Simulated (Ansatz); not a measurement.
MgO, CsCl type, relaxed with r2SCAN: it is cubic, Pm-3m (No. 221); a = 2.623 Å in the conventional setting, 9.03 Å³ an atom. Around Mg lie 8 O at 2.27 Å; around O lie 8 Mg at 2.27 Å. One-shot G0W0@PBE in the PAW code Ansatz on a 6×6×6 mesh (contour deformation, no spin-orbit coupling), from a PBE gap of 2.637 eV over the mesh points (the G0W0 gap is indirect on the mesh); the number N of bands summed and the screening cutoff rise together. The cell comes from a prototype generator: it can be a known phase or a hypothetical one. Spin polarisation is off.

```
  N  cutoff (eV)  1000/N  G0W0 gap (eV)
 48          100  20.833          4.304
107          180   9.346          4.563
```

**Question.** Lay a straight line in 1000/N through these rows.

**Answer.** The slope is -0.0225 eV per unit of 1000/N and the intercept 4.774 eV.

**Question.** Predict the gap at N = 200 (260 eV).

**Answer.** 4.774 + (-0.0225) × 5.000 = 4.662 eV; the run gives 4.663 eV, +0.001 eV from the line.

**Question.** With that run's result added, what limit do the last two rows suggest?

**Answer.** Their slope is (4.663 − 4.563)/(5.000 − 9.346) = -0.0230, which meets 1/N = 0 at 4.78 eV, against 4.774 eV from the first line. The two lines nearly agree; the k mesh isn't extrapolated.
